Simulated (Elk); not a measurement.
# Magnetic state of MnO2 from several starts

Does MnO2 prefer parallel or opposed moments, or none?

Main program and level: Elk 11.2.3 (patched build); PBE with U = 4.10 eV, J = 0.90 eV on Mn d; all-electron APW+lo, Dirac cores, scalar-relativistic bands.

## (1) The starting structure

It takes space group Pnnm (No. 58, orthorhombic). Conventional cell: a = 4.331 Å, b = 4.462 Å, c = 2.862 Å, α = 90.00°, β = 90.00°, γ = 90.00°. Mn has 6 O at 1.88 to 1.90 Å nearest. Nearest to O lie 3 Mn at 1.88 to 1.90 Å. Farther neighbours and most contacts between anions are not listed.

The cell comes from a database of computed structures and need not be the stable phase.

The settings of this session are not all sound (see the inputs), so it shows what such settings give, not the properties of the crystal.

## (2) Run 1 (ferro ++)

The parallel start comes first: it fits the smallest cell, keeps the most symmetry and shows whether parallel moments form. A Hubbard U of customary size acts on the open shell; it was not fitted to this crystal.

The last three numbers of an atom's line are a seed field in its sphere. It points against the wanted moment and shrinks by the factor reducebf each loop.

elk.in reads:

```
tasks
  0

xctype
  20

rgkmax
  7.0

nempty
  14

swidth
  0.002

reducebf
  0.6

epsengy
  1e-05

maxscl
  100

lmaxi
  2

spinpol
  .true.

sppath
  './'

avec
  8.18360254519 0.00000000000 0.00000000000
  0.00000000000 8.43254882875 0.00000000000
  0.00000000000 0.00000000000 5.40929719010

atoms
  2
  'Mn.in'
  2
  0.0000000000 0.0000000000 0.0000000000   0.000000 0.000000 -0.450000
  0.5000000000 0.5000000000 0.5000000000   0.000000 0.000000 -0.450000
  'O.in'
  4
  0.7860076400 0.1770373300 0.5000000000   0.000000 0.000000 0.000000
  0.7139923600 0.6770373300 0.0000000000   0.000000 0.000000 0.000000
  0.2860076400 0.3229626700 0.0000000000   0.000000 0.000000 0.000000
  0.2139923600 0.8229626700 0.5000000000   0.000000 0.000000 0.000000

ngridk
  2 2 4

dft+u
  1 1
  1 2 0.150672 0.033074
```

Run with:

```
$ OMP_NUM_THREADS=2 elk
```

Numbers of over 12 decimals in the logs are rounded to 6 here.

The program printed:

```text
Warning(gndstate): forces or DFT+U at lmaxo under 8 : 6
  [figures from our tests cut]: type lmaxo 8 and lmaxapw 10

--- INFO.OUT ---
┌─────────────────────────┐
│ Elk code version 11.2.3 │
└─────────────────────────┘

All units are atomic (Hartree, Bohr, etc.)

┌─────────────────────────────────────────────────┐
│ Ground-state run starting from atomic densities │
└─────────────────────────────────────────────────┘

Lattice vectors :
   8.183602545       0.000000000       0.000000000
   0.000000000       8.432548829       0.000000000
   0.000000000       0.000000000       5.409297190

Reciprocal lattice vectors :
  0.7677774272       0.000000000       0.000000000
   0.000000000      0.7451110494       0.000000000
   0.000000000       0.000000000       1.161552987

Unit cell volume      :    373.2881778
Brillouin zone volume :   0.6645005874

Muffin-tin inner radius fraction :   0.1000000000E-01

Nuclei treated as point charges

Species : 1 (Mn)
 parameters loaded from : Mn.in
 name : manganese
 nuclear charge    :   -25.00000000
 electronic charge :    25.00000000
 atomic mass :    100145.9370
 muffin-tin radius :    2.000652092
 number of radial points in muffin-tin :    993
 inner part over the whole radius :   0.9870028520E-02
 number on inner part of muffin-tin    :    696
 approximate nuclear radius :   0.7074591925E-04
 number of mesh points to nuclear radius :    334
 atomic positions (lattice), magnetic fields (Cartesian) :
  1 :   0.00000000  0.00000000  0.00000000    0.00000000  0.00000000 -0.45000000
  2 :   0.50000000  0.50000000  0.50000000    0.00000000  0.00000000 -0.45000000

Species : 2 (O)
 parameters loaded from : O.in
 name : oxygen
 nuclear charge    :   -8.000000000
 electronic charge :    8.000000000
 atomic mass :    29165.12205
 muffin-tin radius :    1.500489069
 number of radial points in muffin-tin :    593
 inner part over the whole radius :   0.9791069255E-02
 number on inner part of muffin-tin    :    405
 approximate nuclear radius :   0.5115538663E-04
 number of mesh points to nuclear radius :    175
 atomic positions (lattice), magnetic fields (Cartesian) :
  1 :  -0.21399236  0.17703733  0.50000000    0.00000000  0.00000000  0.00000000
  2 :  -0.28600764 -0.32296267  0.00000000    0.00000000  0.00000000  0.00000000
  3 :   0.28600764  0.32296267  0.00000000    0.00000000  0.00000000  0.00000000
  4 :   0.21399236 -0.17703733  0.50000000    0.00000000  0.00000000  0.00000000

Total number of atoms per unit cell :    6
Total muffin-tin volume :    123.6902184
 ratio of muffin-tin to unit cell volume :   0.3313531628

Spin treatment :
 spin-polarised
 global magnetic field (Cartesian) :    0.000000000       0.000000000       0.000000000
 collinear magnetisation in z-direction

Number of Bravais lattice symmetries :    8
Number of crystal symmetries         :    8
Crystal has inversion symmetry
Real symmetric eigensolver will be used

k-point grid :      2     2     4
k-point offset :    0.000000000       0.000000000       0.000000000
k-point set is reduced with full crystal symmetry group
Total number of k-points :       12

Muffin-tin radius times maximum |G+k| :    7.000000000
 using average radius
Maximum |G+k| for APW functions       :    4.198631052
Maximum (1/2)|G+k|²                   :    8.814251357
Maximum |G| for potential and density :    12.00000000
Constant for pseudocharge density :    6
 order of it for each species :   13  13
 order of it for pair densities of each species (exact exchange by exxq0 0: 13) :   13   7
Radial integration step length :    1

G-vector grid sizes :     32    35    21
Number of G-vectors :    10891

Maximum angular momentum used for
 APW functions            :    8
 outer part of muffin-tin :    6
 inner part of muffin-tin :    2

Total nuclear charge    :   -82.00000000
Total core charge       :    28.00000000
Total valence charge    :    54.00000000
Total excess charge     :    0.000000000
Total electronic charge :    82.00000000

Effective Wigner radius, rₛ :    1.028128169

Number of empty states         :     84
Total number of valence states :    224
Total number of core states    :     28

Third-order local-orbitals added for an l without core states : T
Total number of local-orbitals :     78

Exchange-correlation functional :     20     0     0
 Perdew-Burke-Ernzerhof, Phys. Rev. Lett. 77, 3865 (1996)
 gradient requirement :    1
 generalised gradient approximation (GGA)

DFT+U calculation
 fully localised limit (FLL)
 see Phys. Rev. B 52, R5467 (1995)
 species : 1 (Mn), l = 2, U =   0.15067200, J =   0.03307400

Smearing type :    3
 Fermi-Dirac
Smearing width :   0.2000000000E-02
Effective electronic temperature (K) :    631.5500496

Mixing type :    3
 Broyden mixing, J. Phys. A: Math. Gen. 17, L317 (1984)

Kohn-Sham potential initialised from atomic data

┌──────────────────────────────┐
│ Self-consistent loop started │
└──────────────────────────────┘

┌─────────────────┐
│ Loop number : 1 │
└─────────────────┘

Energies :
 Fermi                       :     0.182805
 sum of occupied eigenvalues :     -1507.9742392423
 electron kinetic            :      2639.8110593725
 core electron kinetic       :      2341.6352222458
 Coulomb                     :     -5120.1483800738
 Coulomb potential           :     -3979.0108390186
 nuclear-nuclear             :     -449.80977523671
 electron-nuclear            :     -5374.9766950296
 Hartree                     :      704.63809019250
 Madelung                    :     -3130.6429605646
 xc potential                :     -168.50232490335
 xc effective B-field        :    -0.366042
 external B-field            :      0.000000
 exchange                    :     -135.17476900906
 correlation                 :     -3.350255
 DFT+U                       :     0.297340
 electron entropic           :    -0.31031215740738E-03
 total energy                :     -2618.5653151204
 (external B-field energy excluded from total)

Density of states at Fermi energy :    20.27768584
 (states/Hartree/unit cell)

Estimated indirect band gap :   0.6600868810E-02
 from k-point 1 to k-point 1
Estimated direct band gap   :   0.6600868810E-02
 at k-point 1

Charges :
 core                        :    28.00000000
 valence                     :    54.00000000
 interstitial                :    8.591728231
 muffin-tins (core leakage)
  species : 1 (Mn)
   atom 1                    :    21.95829842     ( -0.2135956052E-06)
   atom 2                    :    21.95829842     ( -0.2135956052E-06)
  species : 2 (O)
   atom 1                    :    7.372918730     (  0.1000010601E-06)
   atom 2                    :    7.372918730     (  0.1000010601E-06)
[...]
Fermi                       :     0.180320
 sum of occupied eigenvalues :     -1508.2494276520
 electron kinetic            :      2641.5280957689
 core electron kinetic       :      2342.8449389930
 Coulomb                     :     -5120.2906793963
 Coulomb potential           :     -3979.5656148393
 nuclear-nuclear             :     -449.80977523671
 electron-nuclear            :     -5374.6961033279
 Hartree                     :      704.21519916829
 Madelung                    :     -3130.5078719766
 xc potential                :     -169.89810372508
 xc effective B-field        :    -0.394417
 external B-field            :      0.000000
 exchange                    :     -135.24222579265
 correlation                 :     -3.345590
 DFT+U                       :     0.317093
 electron entropic           :    -0.31216351819097E-09
 total energy                :     -2617.0333057510
 (external B-field energy excluded from total)

Density of states at Fermi energy :   0.4452466850E-05
 (states/Hartree/unit cell)

Estimated indirect band gap :   0.6586653705E-01
 from k-point 1 to k-point 1
Estimated direct band gap   :   0.6586653705E-01
 at k-point 1

Charges :
 core                        :    28.00000000
 valence                     :    54.00000000
 interstitial                :    8.571008557
 muffin-tins (core leakage)
  species : 1 (Mn)
   atom 1                    :    21.89328025     ( -0.2135972181E-06)
   atom 2                    :    21.89328025     ( -0.2135972181E-06)
  species : 2 (O)
   atom 1                    :    7.410607738     (  0.1004768080E-06)
   atom 2                    :    7.410607738     (  0.1004768080E-06)
   atom 3                    :    7.410607738     (  0.1004768080E-06)
   atom 4                    :    7.410607738     (  0.1004768080E-06)
 total in muffin-tins        :    73.42899144
 total calculated charge     :    81.99785328
 total charge                :    82.00000000
 error                       :   0.2146716125E-02

Moments :
 interstitial                :   0.4512957582
 muffin-tins
  species : 1 (Mn)
   atom 1                    :    2.716940732
   atom 2                    :    2.716940732
  species : 2 (O)
   atom 1                    :   0.2870775367E-01
   atom 2                    :   0.2870775367E-01
   atom 3                    :   0.2870775367E-01
   atom 4                    :   0.2870775367E-01
 total in muffin-tins        :    5.548712478
 total moment                :    6.000008236

RMS change in Kohn-Sham potential (target) :    3.493026252     (  0.1000000000E-05)
Absolute change in total energy (target)   :    1.532009369     (  0.1000000000E-04)

[... loops 3 to 29 left out ...]

┌──────────────────┐
│ Loop number : 30 │
└──────────────────┘

Energies :
 Fermi                       :     0.243593
 sum of occupied eigenvalues :     -1500.6035906831
 electron kinetic            :      2647.0061803641
 core electron kinetic       :      2341.1320771190
 Coulomb                     :     -5126.8651736792
 Coulomb potential           :     -3967.8988038334
 nuclear-nuclear             :     -449.80977523671
 electron-nuclear            :     -5399.5468301386
 Hartree                     :      722.49143169609
 Madelung                    :     -3142.9157717625
 xc potential                :     -179.32866788654
 xc effective B-field        :    -0.382299
 external B-field            :      0.000000
 exchange                    :     -135.38619323256
 correlation                 :     -3.380566
 DFT+U                       :     0.372216
 electron entropic           :    -0.16552288892266E-04
 total energy                :     -2618.2535533285
 (external B-field energy excluded from total)

Density of states at Fermi energy :   0.7180299211
 (states/Hartree/unit cell)

Estimated indirect band gap :   0.1800574747E-01
 from k-point 1 to k-point 1
Estimated direct band gap   :   0.1800574747E-01
 at k-point 1

Charges :
 core                        :    28.00000000
 valence                     :    54.00000000
 interstitial                :    8.802331429
 muffin-tins (core leakage)
  species : 1 (Mn)
   atom 1                    :    22.82363631     ( -0.2136207904E-06)
   atom 2                    :    22.82363631     ( -0.2136207904E-06)
  species : 2 (O)
   atom 1                    :    6.887598988     (  0.1105999308E-06)
   atom 2                    :    6.887598988     (  0.1105999308E-06)
   atom 3                    :    6.887598988     (  0.1105999308E-06)
   atom 4                    :    6.887598988     (  0.1105999308E-06)
 total in muffin-tins        :    73.19766857
 total calculated charge     :    81.99810442
 total charge                :    82.00000000
 error                       :   0.1895578983E-02

Moments :
 interstitial                :   0.3206356838
 muffin-tins
  species : 1 (Mn)
   atom 1                    :    2.727531073
   atom 2                    :    2.727531073
  species : 2 (O)
   atom 1                    :   0.5640236043E-01
   atom 2                    :   0.5640236043E-01
   atom 3                    :   0.5640236043E-01
   atom 4                    :   0.5640236043E-01
 total in muffin-tins        :    5.680671589
 total moment                :    6.001307272

RMS change in Kohn-Sham potential (target) :   0.8526557870E-07 (  0.1000000000E-05)
Absolute change in total energy (target)   :   0.2994348051E-05 (  0.1000000000E-04)

Convergence targets achieved

┌──────────────────┐
│ Loop number : 31 │
└──────────────────┘

Energies :
 Fermi                       :     0.243593
 sum of occupied eigenvalues :     -1500.6035905287
 electron kinetic            :      2647.0061795622
 core electron kinetic       :      2341.1320764963
 Coulomb                     :     -5126.8651738046
 Coulomb potential           :     -3967.8988032652
 nuclear-nuclear             :     -449.80977523671
 electron-nuclear            :     -5399.5468309762
 Hartree                     :      722.49143240831
 Madelung                    :     -3142.9157721720
 xc potential                :     -179.32866741217
 xc effective B-field        :    -0.382299
 external B-field            :      0.000000
 exchange                    :     -135.38619329199
 correlation                 :     -3.380566
 DFT+U                       :     0.372216
 electron entropic           :    -0.16552146158862E-04
 total energy                :     -2618.2535543101
 (external B-field energy excluded from total)

Density of states at Fermi energy :   0.7180218486
 (states/Hartree/unit cell)

Estimated indirect band gap :   0.1800579912E-01
 from k-point 1 to k-point 1
Estimated direct band gap   :   0.1800579912E-01
 at k-point 1

Charges :
 core                        :    28.00000000
 valence                     :    54.00000000
 interstitial                :    8.802331372
 muffin-tins (core leakage)
  species : 1 (Mn)
   atom 1                    :    22.82363634     ( -0.2136223944E-06)
   atom 2                    :    22.82363634     ( -0.2136223944E-06)
  species : 2 (O)
   atom 1                    :    6.887598988     (  0.1105998140E-06)
   atom 2                    :    6.887598988     (  0.1105998140E-06)
   atom 3                    :    6.887598988     (  0.1105998140E-06)
   atom 4                    :    6.887598988     (  0.1105998140E-06)
 total in muffin-tins        :    73.19766863
 total calculated charge     :    81.99810442
 total charge                :    82.00000000
 error                       :   0.1895578422E-02

Moments :
 interstitial                :   0.3206358071
 muffin-tins
  species : 1 (Mn)
   atom 1                    :    2.727531334
   atom 2                    :    2.727531334
  species : 2 (O)
   atom 1                    :   0.5640219510E-01
   atom 2                    :   0.5640219510E-01
   atom 3                    :   0.5640219510E-01
   atom 4                    :   0.5640219510E-01
 total in muffin-tins        :    5.680671447
 total moment                :    6.001307254

┌──────────────────────────────┐
│ Self-consistent loop stopped │
└──────────────────────────────┘

Warning : forces or DFT+U at lmaxo under 8 : 6

Wrote STATE.OUT
```

Elapsed: 6.3 min, on 2 threads of Arm Neoverse V2, shared host; peak memory 0.22 GiB; 12 min of CPU time.

Spin moment in the muffin-tin sphere by atom:

```csv
atom,spin moment in the muffin-tin sphere (μB)
Mn1,2.73
Mn2,2.73
O3,0.06
O4,0.06
O5,0.06
O6,0.06
```

Numbers from this step:

- density of states at the Fermi level: 0.02639 states/eV/cell
- moment between the spheres: 0.3206 μB
- magnetization: 6.001 μB
- final state: ferromagnetic

After 31 cycles the largest moment stands at 2.73 μB.

(Continued in part 2 of 2.)

[Logs and program files are shortened in this print: banners, set-up blocks, solver, clock and traceback lines can be left out without a mark of their own.]

[Logs are printed without paths, hosts, clocks, repeated set-up lines and the standing remarks that a program may print on its own settings, such as how far it seeks lower states.]

[Hosts, paths, dates, database ids (printed as entryN), source tags and the programs' standing remarks are cut or masked in the printed files.]

[Where a cell is said to come from a database of computed structures, the database is the Materials Project.]
